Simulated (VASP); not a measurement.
A run of VASP 6.6.1:

The input INCAR:

```
SYSTEM = InSb2As3
PREC     = Normal         ! precision mode
ENCUT    = 520            ! plane-wave cutoff, eV
EDIFF    = 1E-4           ! SCF threshold, eV
ISMEAR   = 0              ! smearing method
SIGMA    = 0.15           ! smearing width, eV
LREAL    = .False.        ! projectors in reciprocal space
LASPH    = .True.         ! aspherical terms in the spheres
NELM     = 60             ! most SCF steps
ALGO     = Fast           ! electronic algorithm
ISIF     = 3              ! what is computed and relaxed
LWAVE    = .False.        ! write WAVECAR
LCHARG   = .False.        ! write CHGCAR
GGA      = PE             ! functional
IBRION   = 2              ! ionic algorithm
NSW      = 24             ! ionic steps
EDIFFG   = -0.08          ! ionic threshold
KPAR     = 2
```

KPOINTS

```
regular mesh
0
Gamma
  3 3 3
  0 0 0
```

POSCAR

```
InSb2As3
1.0
    6.0511594900      0.0000000000      0.0000000000
   -3.0255797500      5.2404578400      0.0000000000
    0.0000000000      0.0000000000      4.9688479700
In Sb As
1 2 3
Direct
    0.0000000000      0.0000000000      0.0000000000
    0.3333333300      0.6666666700      0.0000000000
    0.6666666700      0.3333333300      0.0000000000
    0.5000000000      0.0000000000      0.5000000000
    0.0000000000      0.5000000000      0.5000000000
    0.5000000000      0.5000000000      0.5000000000
```

Potentials or basis: VASP PAW PBE potentials, release 64 (In_d, Sb, As).

Command:

```sh
$ cat potpaw_PBE.64/In_d/POTCAR potpaw_PBE.64/Sb/POTCAR potpaw_PBE.64/As/POTCAR > POTCAR
$ mpirun -np 2 vasp_std > vasp.out
```

Hardware: 2 MPI ranks on Intel(R) Xeon(R) 6975P-C (Granite Rapids), on a shared host.

**Question.** How long does it take, and how much memory?

**Answer.** Wall time 53 s on 2 MPI ranks on Intel(R) Xeon(R) 6975P-C (Granite Rapids), on a shared host, peak memory 0.2 GiB a rank. Counts: scf iterations 102, k points 6, ion steps 18.
